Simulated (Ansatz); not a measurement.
# Te2Mo in Ansatz: relaxation of cell and atoms with PBE

Aim: the relaxation of cell and atoms of Te2Mo with PBE.

All numbers are computed with Ansatz 0.2.0; they aren't measurements. Logs are shortened: lines on timing, memory, paths and dates and some standing lists are left out, and cuts for length are marked.

### 1 Starting point

The cell holds a slab with vacuum, 9 atoms: a = 3.562 Å, b = 3.562 Å, c = 31.563 Å, α = 90.00°, β = 90.00°, γ = 120.00°.

### 2 Relaxation of cell and atoms, PBE

Contents of input.yaml:

```yaml
crystal:
  lattice:
    - [3.5624185427, 0.0, 0.0]
    - [-1.7812092714, 3.0851449569, 0.0]
    - [0.0, 0.0, 31.56326574]
  atoms:
    - { symbol: Te, position: [0.0, 0.0, 0.05676208] }
    - { symbol: Te, position: [0.3333333333, 0.6666666667, 0.28898622] }
    - { symbol: Te, position: [0.3333333333, 0.6666666667, 0.82440425] }
    - { symbol: Te, position: [0.3333333333, 0.6666666667, 0.17559575] }
    - { symbol: Te, position: [0.3333333333, 0.6666666667, 0.71101378] }
    - { symbol: Te, position: [0.0, 0.0, 0.94323792] }
    - { symbol: Mo, position: [0.3333333333, 0.6666666667, 0.0] }
    - { symbol: Mo, position: [0.0, 0.0, 0.23230601] }
    - { symbol: Mo, position: [0.0, 0.0, 0.76769399] }
hamiltonian:
  xc: pbe
  pseudopotentials: { kind: paw }
kpoints:
  mp_grid: { grid: [9, 9, 1] }
scf:
  occupations: { method: fermi_dirac, width: 0.05 }
output:
  forces: true
  stress: true
  eigenvalues: true
relax:
  f_tol: 0.01
  max_steps: 40
  cell: { stress_tol: 0.05 }
```

Potentials or basis: Ansatz PAW.

Command:

```
$ ansatz run input.yaml --threads 4 --pin off --max-ram 11264MiB --backend cpu --events-out ev --progress --plain --runs-dir out
```

Output:

```text
Warning: RAYON_NUM_THREADS=4 ignored (pool sized by the plan → 4); use --threads N
Engine: ansatz 0.2.0, x86_64-unknown-linux-gnu
Pseudopotentials: kind: paw
Pseudopotential: Te, paw, valence charge 16, recommended cutoff 420 eV (normal), Te.paw.azcp
Pseudopotential: Mo, paw, valence charge 14, recommended cutoff 420 eV (normal), Mo.paw.azcp
Functional definition: PBE
  parameter kappa = 0.804
  parameter beta = 0.06672455060314922
  exchange = pbe_x(kappa = kappa, mu = beta*pi^2/3)
  correlation = pbe_c(beta = beta)
Crystal: 9 atoms, lattice volume = 346.899 Å³
Basis set: ecut = 420 eV, 6699 PW (Γ), exchange–correlation on 48×48×432 points (8 copies of the dense FFT grid, shifted against one another)
Bands: 83, of which v1, the nominal top of the filled ones, is band 69 counted from 1 (68 counted from 0)
Symmetry: 12 space group operations
Space group: P-6m2 (ITA 187), of the structure as read, at distance tolerance 7.0e-5 Å
k-points: 12 of 81 (time reversal used)
Non-local potential: Te, projectors of the file, l = 0: 2, l = 1: 2, l = 2: 2, l = 3: 2
Non-local potential: Mo, projectors of the file, l = 0: 3, l = 1: 2, l = 2: 2, l = 3: 1
PAW form: soft (Blöchl's): semilocal exchange-correlation on the pseudo side does not see the compensation charge
PAW one-centre angular grid: Te, 590 points (default); XC on 64 Gauss nodes
PAW one-centre angular grid: Mo, 590 points (default); XC on 64 Gauss nodes
Initial density: superposition of atomic densities (neutral atoms: chi_scale 0, normalization atom), corrected by the library's trained network
Initial wavefunctions: pseudopotential atomic-orbital guess
Functional: x = pbe(κ = 0.804, μ = 0.2195149727645171), c = pbe(β = 0.06672455060314922)
SCF iter   1: F=—  HF=-56750.185070 eV  |F-HF|=—  |Δ(HF+E_count)|=         —  Δρ=3.73e-3  dr2=8.92e-2  ethr=1.77e-3  ⟨swp⟩=8.6  Hψ=4012  notcnv=0  defer=1
preconditioner: auto → Resta (q_TF=auto, 2.340 Å⁻¹)  ε∞=5.3  [insulator: Δε(μ)=0.954 eV  Ē_g=7.049 eV  σ=0.050 eV  W_gap=1.00  n_scr=88 (ndim 8)  ℏωp=14.7 eV  f_vac=0.327  D(μ)=0.00/eV (n_scr^D=0)  ε∞_Penn≈5.3  vacuum switching on, ρ_ref=3.6e-3 e/Å³]
SCF iter   2: F=—  HF=-56750.190437 eV  |F-HF|=—  |Δ(HF+E_count)|=   5.37e-3  Δρ=2.14e-3  dr2=1.79e-2  ethr=6.47e-5  ⟨swp⟩=2.4  Hψ=1612  notcnv=0  defer=34
SCF iter   3: F=—  HF=-56750.193202 eV  |F-HF|=—  |Δ(HF+E_count)|=   2.76e-3  Δρ=1.32e-3  dr2=3.02e-3  ethr=1.30e-5  ⟨swp⟩=2.0  Hψ=1098  notcnv=0  defer=34
SCF iter   4: F=—  HF=-56750.195909 eV  |F-HF|=—  |Δ(HF+E_count)|=   2.71e-3  Δρ=5.72e-4  dr2=2.54e-3  ethr=2.19e-6  ⟨swp⟩=2.0  Hψ=1218  notcnv=0  defer=34
SCF iter   5: F=—  HF=-56750.195899 eV  |F-HF|=—  |Δ(HF+E_count)|=   1.09e-5  Δρ=9.03e-5  dr2=3.99e-5  ethr=1.84e-6  ⟨swp⟩=2.0  Hψ=1067  notcnv=0  defer=34
SCF iter   6: F=—  HF=-56750.196168 eV  |F-HF|=—  |Δ(HF+E_count)|=   2.69e-4  Δρ=4.04e-5  dr2=1.10e-5  ethr=2.89e-8  ⟨swp⟩=2.2  Hψ=1290  notcnv=0  defer=34
SCF iter   7: F=—  HF=-56750.196175 eV  |F-HF|=—  |Δ(HF+E_count)|=   7.46e-6  Δρ=2.97e-5  dr2=9.22e-6  ethr=7.97e-9  ⟨swp⟩=2.0  Hψ=1257  notcnv=0  defer=34
SCF iter   8: F=—  HF=-56750.196174 eV  |F-HF|=—  |Δ(HF+E_count)|=   8.54e-7  Δρ=1.01e-5  dr2=8.08e-7  ethr=6.68e-9  ⟨swp⟩=2.0  Hψ=1189  notcnv=0  defer=34
iter 9 did not close the SCF: its close was put off until two iterations running show no level that it waits for move by more than its bar (scf_convergence_deferred on its scf_iter line)
SCF iter   9: F=-56750.196175 eV  HF=-56750.196175 eV  |F-HF|=2.30e-8  |Δ(HF+E_count)|=   4.31e-7  Δρ=3.28e-6  dr2=5.92e-8  ethr=7.25e-11  ⟨swp⟩=11.3  Hψ=4413  notcnv=0
iter 10 did not close the SCF: its close was put off until two iterations running show no level that it waits for move by more than its bar (scf_convergence_deferred on its scf_iter line)
SCF iter  10: F=-56750.196175 eV  HF=-56750.196175 eV  |F-HF|=8.59e-10  |Δ(HF+E_count)|=   3.57e-8  Δρ=7.55e-7  dr2=4.78e-9  ethr=4.29e-11  ⟨swp⟩=3.8  Hψ=2874  notcnv=0
[... 106 lines left out ...]
Internal energy: -56750.212776 eV  (E = F + TS)
E sigma→0 (E₀):  -56750.212779 eV
Entropy (-TS):   -0.000006 eV (-0.001 meV/atom)
Fermi energy:    6.634830 eV
--- Per-component energies (eV) ---
  E_band       = -2567.347982
  E_kinetic    = 2408.199944
  E_local      = -92140.976976  (includes V_loc(G=0)·N_el)
  E_nonlocal   = -1429.294921
  E_hartree    = 46310.946128
  E_xc         = -1295.997195
  E_vxc        = -1311.693679  (∫ρ·V_xc dr)
  E_paw        = -37580.720430  (= ΣΔE_a)
  E_vpaw       = -2715.475089  (= ΣTr[D̂ρ^β])
  E_aug_tail   = -0.000979  (compensation charges beyond the density's cutoff)
  E_ewald      = 26977.631652
  E_smearing   = -0.000006  (= −TS)
  E_closure    = -0.000000  (closes the sum)
  Σ components = -56750.212782   (vs F -56750.212782, Δ=0.00e0)
--- Forces (eV/Å), atoms counted from 1 ---
  atom   1  Te     0.00000000    -0.00000000     0.00003715
  atom   2  Te     0.00000000     0.00000000     0.00057898
  atom   3  Te    -0.00000000     0.00000000     0.00014246
  atom   4  Te    -0.00000000     0.00000000    -0.00014246
  atom   5  Te     0.00000000     0.00000000    -0.00057898
  atom   6  Te     0.00000000    -0.00000000    -0.00003715
  atom   7  Mo     0.00000000    -0.00000000     0.00000000
  atom   8  Mo    -0.00000000     0.00000000     0.00002528
  atom   9  Mo     0.00000000     0.00000000    -0.00002528
  max |Σ_I F_I| component: 9.25e-18 eV/Å
--- Stress (GPa, compression-positive) ---
        0.000854      -0.000000       0.000000
       -0.000000       0.000854      -0.000000
        0.000000      -0.000000       0.004341
  P = ⅓ Tr σ = 0.0020 GPa (0.020 kbar)
--- Band table (eV; the first three rows and the last of 12) ---
  k-point 0: bands = ["-54.5900", "-54.5887", "-54.5887", "-30.4128", "-30.4128", "-30.4095", "-30.4095", "-30.4095", "-30.4095", "-30.4025", "-30.4025", "-30.3989", "-30.3989", "-30.3989", "-30.3989", "-30.3454", "-30.3454", "-30.3416", "-30.3416", "-30.3416", "-30.3416", "-30.3350", "-30.3350", "-30.3300", "-30.3300", "-30.3300", "-30.3300", "-30.3219", "-30.3180", "-30.3180", "-30.3133", "-30.3077", "-30.3077", "-28.7320", "-28.7306", "-28.7306", "-28.6069", "-28.6069", "-28.6056", "-28.6056", "-28.6056", "-28.6056", "-6.4665", "-6.4321", "-6.3991", "-5.5581", "-5.5002", "-5.4489", "0.9603", "1.1628", "1.3767", "3.8922", "4.3574", "4.4628", "4.4628", "4.4646", "4.4646", "4.4657", "4.4657", "4.9006", "5.2269", "5.2269", "5.2306", "5.2306", "5.2333", "5.2333", "5.4989", "5.7884", "5.9564", "9.1200", "9.1200", "9.1353", "9.1353", "9.1484", "9.1484", "9.3794", "9.3794", "9.4082", "9.4082", "9.4313", "9.4313", "10.3118", "10.5389"]
  k-point 1: bands = ["-54.5891", "-54.5878", "-54.5878", "-30.4117", "-30.4103", "-30.4085", "-30.4085", "-30.4070", "-30.4070", "-30.4042", "-30.4005", "-30.4005", "-30.4004", "-30.3967", "-30.3967", "-30.3464", "-30.3458", "-30.3425", "-30.3425", "-30.3422", "-30.3422", "-30.3380", "-30.3352", "-30.3329", "-30.3329", "-30.3303", "-30.3303", "-30.3210", "-30.3170", "-30.3170", "-30.3122", "-30.3065", "-30.3065", "-28.7247", "-28.7234", "-28.7234", "-28.6216", "-28.6203", "-28.6203", "-28.6096", "-28.6083", "-28.6083", "-6.3015", "-6.2674", "-6.2347", "-5.4413", "-5.3854", "-5.3360", "1.1425", "1.3427", "1.5553", "3.7318", "4.0668", "4.0964", "4.0969", "4.1128", "4.3841", "4.5966", "4.5996", "4.6018", "5.0117", "5.0167", "5.0207", "5.2137", "5.2723", "5.4633", "5.5332", "5.8078", "5.8818", "8.5441", "8.5493", "8.5556", "8.5609", "8.6256", "8.6695", "9.0287", "9.0625", "9.0973", "9.2468", "9.2773", "9.2996", "10.5491", "10.7873"]
  k-point 2: bands = ["-54.5868", "-54.5855", "-54.5855", "-30.4091", "-30.4087", "-30.4069", "-30.4069", "-30.4039", "-30.4039", "-30.4039", "-30.4007", "-30.4007", "-30.3949", "-30.3912", "-30.3912", "-30.3488", "-30.3468", "-30.3449", "-30.3449", "-30.3449", "-30.3441", "-30.3441", "-30.3389", "-30.3389", "-30.3357", "-30.3309", "-30.3309", "-30.3188", "-30.3148", "-30.3148", "-30.3091", "-30.3036", "-30.3036", "-28.7064", "-28.7051", "-28.7051", "-28.6587", "-28.6574", "-28.6574", "-28.6165", "-28.6151", "-28.6151", "-5.8357", "-5.8031", "-5.7719", "-5.1132", "-5.0634", "-5.0200", "1.6082", "1.7923", "1.9905", "3.1624", "3.1716", "3.2015", "3.2775", "3.4484", "3.5639", "4.5475", "4.5549", "4.5613", "4.8860", "4.9561", "4.9630", "4.9686", "5.0433", "5.2588", "5.3772", "5.4787", "5.5040", "7.5833", "7.7048", "7.8507", "8.1435", "8.2911", "8.3559", "8.3932", "8.4281", "8.4522", "9.4631", "9.5149", "9.5602", "11.0868", "11.3027"]
  k-point 11: bands = ["-54.5812", "-54.5799", "-54.5799", "-30.4152", "-30.4118", "-30.4118", "-30.3961", "-30.3930", "-30.3930", "-30.3920", "-30.3916", "-30.3885", "-30.3885", "-30.3876", "-30.3876", "-30.3637", "-30.3597", "-30.3597", "-30.3531", "-30.3493", "-30.3493", "-30.3401", "-30.3401", "-30.3354", "-30.3354", "-30.3353", "-30.3353", "-30.3156", "-30.3114", "-30.3114", "-30.3023", "-30.2969", "-30.2969", "-28.7095", "-28.7082", "-28.7082", "-28.6704", "-28.6691", "-28.6691", "-28.6632", "-28.6617", "-28.6617", "-4.2193", "-4.2162", "-4.2162", "-3.9928", "-3.9890", "-3.9890", "1.6358", "1.6638", "1.6909", "1.7864", "1.7919", "1.7938", "2.3179", "2.3587", "2.3948", "3.0664", "3.0730", "3.1821", "3.1873", "3.2952", "3.3012", "4.3710", "4.3726", "4.3849", "6.0654", "6.0990", "6.1311", "7.1771", "7.1781", "7.1788", "7.8016", "7.9688", "8.1339", "8.5626", "8.5754", "8.5861", "9.9792", "10.0124", "10.0687", "10.8230", "11.1608"]
--- Relaxed structure (6 steps of the walk, 5 accepted, 1 SCFs on fresh bases) ---
  F+E_penalty+E_count = -56750.21278177 eV   max|allowed force component| = 5.790e-4 eV/Å   (the final SCF, on the basis selected at the relaxed cell)
  cell:  # Å, volume = 351.9607 Å³
    - [3.5560587314388195, 2.8815929324576744e-11, 0.0]
    - [-1.778029365744365, 3.0796371987610742, 0.0]
    - [0.0, 0.0, 32.138509156959735]
  atoms:
    - { symbol: Te, position: [7.703719777548943e-33, -2.1701890401338494e-17, 0.05626678352969434] }
    - { symbol: Te, position: [0.3333333333333333, 0.6666666666666667, 0.2944045991092111] }
    - { symbol: Te, position: [0.3333333333333333, 0.6666666666666667, 0.8181035506500519] }
    - { symbol: Te, position: [0.3333333333333333, 0.6666666666666667, 0.181896449349948] }
    - { symbol: Te, position: [0.3333333333333333, 0.6666666666666667, 0.705595400890789] }
    - { symbol: Te, position: [7.703719777548943e-33, -2.1701890401338494e-17, 0.9437332164703055] }
    - { symbol: Mo, position: [0.3333333333333333, 0.6666666666666667, 0.0] }
    - { symbol: Mo, position: [-1.5407439555097887e-33, -2.17018904013385e-17, 0.2381695207268784] }
    - { symbol: Mo, position: [-1.5407439555097887e-33, -2.17018904013385e-17, 0.7618304792731218] }
```

Run time: 34 s. Hardware: 4 threads of AMD EPYC 9R45 (Zen 5), shared host; peak memory 1.1 GiB.

Results:

| Quantity | Value |
| --- | --- |
| Free energy | -56750.2128 eV |
| Relaxed volume | 39.11 Å³/atom |
| Relaxed cell | a = 3.556 Å, b = 3.556 Å, c = 32.139 Å, α = 90.00°, β = 90.00°, γ = 120.00° |
| Space group after relaxing (to 0.05 Å) | P-6m2 (No. 187) |
| Energy gained by relaxing | 1.8 meV/atom |
| Ionic steps | 6 |
| Band gap on the k mesh | 1.05 eV, direct |

Step by step:
```
step  energy change (eV)  largest force (eV/Å)  volume (Å³)
   1              0.0000                0.2163       346.90
   2             -0.0137                0.0243       348.57
   3             -0.0153                0.0174       349.74
   4             -0.0160                0.0014       351.37
   5             -0.0160                0.0006       351.96
   6             -0.0166                0.0006       351.96
```

Final structure:
```xyz
9
Lattice="3.5561 0.0000 0.0000 -1.7780 3.0796 0.0000 0.0000 0.0000 32.1385" Properties=species:S:1:pos:R:3 pbc="T T T"
Te    0.0000    0.0000    1.8083
Te    0.0000    2.0531    9.4617
Te    0.0000    2.0531   26.2926
Te    0.0000    2.0531    5.8459
Te    0.0000    2.0531   22.6768
Te    0.0000    0.0000   30.3302
Mo    0.0000    2.0531    0.0000
Mo    0.0000    0.0000    7.6544
Mo    0.0000    0.0000   24.4841
```

Levels at points of the mesh, in eV from the valence-band top:
| k point | band 66 | band 67 | band 68 | band 69 | band 70 | band 71 | band 72 | band 73 |
| --- | --- | --- | --- | --- | --- | --- | --- | --- |
| (0.00, 0.00, 0.00) | -0.90 | -0.63 | -0.34 | -0.17 | 2.99 | 2.99 | 3.00 | 3.00 |

Caveat: odd divisions of the mesh miss points on the zone boundary, where band edges often lie, so the gap on the mesh can be too wide; the plane-wave basis is chosen anew once the cell has moved, so the energies of steps on either side of that aren't comparable; spin-orbit coupling is left out, which moves the levels of the heavy elements.
